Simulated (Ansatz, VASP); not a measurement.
Hg in VASP and in Ansatz

```xyz
1
Lattice="3.0944 0.0000 0.0000 0.0000 3.0944 0.0000 0.0000 0.0000 3.0944" Properties=species:S:1:pos:R:3 pbc="T T T"
Hg    0.0000    0.0000    0.0000
```

Alike in both runs: functional PBE; k mesh 11 × 11 × 11; occupations fermi-dirac, width 0.1 eV; no spin polarisation.

Ansatz relaxed the structure, and its values are those at the end. VASP's run is a single point on that final structure, the one shown.

|  | VASP | Ansatz |
| --- | --- | --- |
| version | VASP 6.6.1 | Ansatz 0.2.0 |
| potentials or method | VASP PAW PBE potentials, release 64 (Hg) | plane waves (420 eV) with PAW, scalar-relativistic |
| plane-wave cutoff (eV) | 520 | 420 |
| valence electrons in the cell | 12 | 20 |

|  | VASP | Ansatz | Ansatz less VASP |
| --- | --- | --- | --- |
| pressure (GPa) | 0.2 | 0.0 | -0.18 |

The two sets of potentials don't hold the same shells in valence.

Spin-orbit coupling is left out, which matters for the levels of Hg.
